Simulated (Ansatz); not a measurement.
# CdS: the cost of one run

Computed with Ansatz 0.2.0 (DFT PBE, scalar-relativistic, plane waves, PAW, unless a step names another level, unless a step's input says otherwise).

3 further runs of the same task are left out: 2 that didn't finish, 1 set aside as unsound or not needed. Runs told in other sessions of the task aren't counted.

## 1. Starting point

It takes space group Fm-3m (No. 225, cubic). Conventional cell: a = 5.495 Å, b = 5.495 Å, c = 5.495 Å, α = 90.00°, β = 90.00°, γ = 90.00°. Around Cd (site symmetry m-3m) lie 6 S at 2.75 Å. Around S (site symmetry m-3m) lie 6 Cd at 2.75 Å.

Coordinates:

```
CELL_PARAMETERS angstrom
0.00000 2.74750 2.74750
2.74750 0.00000 2.74750
2.74750 2.74750 0.00000
ATOMIC_POSITIONS crystal
Cd 0.00000 0.00000 0.00000
S 0.50000 0.50000 0.50000
```

The cell was relaxed beforehand at this level, from a generated guess; it needn't be the stable form of this composition. At a tolerance of 0.02 Å it has space group Fm-3m (No. 225); it has 20.74 Å³/atom, an uncorrected energy of -0.52 eV/atom over the elements and, on its mesh, gap 0.26 eV.

## 2. Seeking the band edges over the whole zone

The input, input.yaml:

```yaml
crystal:
  lattice:
    - [0.0, 2.7474986718, 2.7474986718]
    - [2.7474986718, 0.0, 2.7474986718]
    - [2.7474986718, 2.7474986718, 0.0]
  atoms:
    - { symbol: Cd, position: [0.0, 0.0, 0.0] }
    - { symbol: S, position: [0.5, 0.5, 0.5] }
basis:
  ecutwfc: 420
kpoints:
  mp_grid: { grid: [12, 12, 12] }
  band_path: { path: [VBM, CBM], npoints: 2 }
hamiltonian:
  xc: pbe
scf:
  occupations: { method: gaussian, width: 0.01 }
output:
  forces: false
  stress: false
  eigenvalues: true
checkpoint:
  read: start.run
  write: ck
  compress: false
  write_wavefunctions: false
  write_every: 100000
```

Run with:

```sh
ansatz run input.yaml --threads 1 --pin off --max-ram 2560MiB --backend cpu --events-out ev --progress --plain --runs-dir out
```

Q: Estimate wall time and peak memory on 1 thread of Intel Xeon Platinum 8488C (Sapphire Rapids), shared host.

About 5.7 s, with a peak of 0.36 GiB.
